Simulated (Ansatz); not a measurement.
**Sn: energy along a strain**

Sn, Immm, a = 3.453 Å, b = 3.551 Å, c = 4.677 Å (as given, not relaxed at this level: -3.6 GPa). This isn't the element's structure at ambient conditions. Ansatz: PBEsol, PAW, 420 eV, Γ-centred 20×20×20 mesh on 1 atom, Gaussian smearing 0.15 eV; no spin polarisation. Cell vectors (Å): -1.727 1.776 2.338; 1.727 -1.776 2.338; 1.727 1.776 -2.338. The cell is strained by x per cent times the pattern (0 0 0 0 1 0) in the order xx yy zz yz xz xy (engineering shears), with fractional coordinates held. y is the free energy over the start, V0 = 28.673 Å³/atom. Symmetry makes y even in x.

| x (%) | y (meV/atom) |
| --- | --- |
| -6.00 | 3.41 |
| -3.00 | 0.87 |
| 0.00 | 0.00 |
| 1.50 | 0.22 |
| 4.50 | 1.93 |
| 5.25 | ? |

Problem. Fit y = c2 x² + c4 x⁴ to the other rows, get the stiffness along the pattern, and predict the missing energy.

Solution. Least squares on the rows shown. y = 0.09660 x² − 5.300×10⁻⁵ x⁴. The clamped-ion stiffness p·C·p = 2 × 0.9660 eV × 160.2 / 28.673 Å³ = 10.8 GPa, which is C55 in these axes (second derivative at the start, which stands under stress). At x = 5.25 the fit asked for gives 2.62 meV/atom. The run gave 2.61 meV/atom, so the fit is 0.01 meV/atom too high, a small miss on the scale of the series.